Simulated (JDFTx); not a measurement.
KI:

```xyz
2
Lattice="0.0000 3.5328 3.5328 3.5328 0.0000 3.5328 3.5328 3.5328 0.0000" Properties=species:S:1:pos:R:3 pbc="T T T"
I     3.5328    3.5328    3.5328
K     0.0000    0.0000    0.0000
```

Base run:

* Program: JDFTx 1.7.0 (patched build)
* Functional: PBE
* Potentials or basis: PseudoDojo-SR-PBE-0.5-standard with smoothed tails
* Cutoff: 1007 eV
* Density cutoff: 8055 eV
* k mesh: 7 × 7 × 7
* Occupations: fermi-dirac, width 0.05 eV
* Spin: no spin polarisation

Its results: band gap on the k mesh 3.96 eV, direct; pressure 0.6 GPa.

The run is repeated on the same cell with these changes: functional from PBE to PBEsol; potentials or basis from PseudoDojo-SR-PBE-0.5-standard with smoothed tails to PseudoDojo-SR-PBEsol-0.4.1-standard with smoothed tails. What comes out?

Band gap on the k mesh 3.82 eV, direct; pressure -0.3 GPa.

Caveats: the empty levels aren't tightly converged; spin-orbit coupling is left out, which moves the levels of the heavy elements; an odd mesh through Γ misses points on the zone boundary, where band edges often lie.
